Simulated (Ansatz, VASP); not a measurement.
## One calculation of Ga4O, two programs

```
Ga O
1.0
     4.46202    0.00000    0.00000
     0.00000    4.46202    0.00000
     0.00000    0.00000    4.46202
Ga O
4 1
Direct
  0.00000 0.50000 0.50000
  0.50000 0.00000 0.50000
  0.50000 0.50000 0.00000
  0.00000 0.00000 0.00000
  0.50000 0.50000 0.50000
```

Alike in both runs: task single point; functional PBE; k mesh 4 × 4 × 4; occupations gaussian, width 0.1 eV; no spin polarisation.

|  | VASP | Ansatz |
| --- | --- | --- |
| version | VASP 6.6.1 | Ansatz 0.2.0 |
| potentials or method | VASP PAW PBE potentials, release 64 (Ga_d, O) | scalar-relativistic, plane waves, PAW |
| plane-wave cutoff (eV) | 520 | 420 |
| valence electrons in the cell | 58 | 58 |

|  | VASP | Ansatz | Ansatz less VASP |
| --- | --- | --- | --- |
| gap on the k mesh at the Fermi level (eV) | none | none | - |
| pressure (GPa) | 0.7 | 0.5 | -0.17 |

A gap of «none» marks a metal or a gap that the smearing closes. The functional is the same, so the differences come from potentials, cutoffs and numerics.
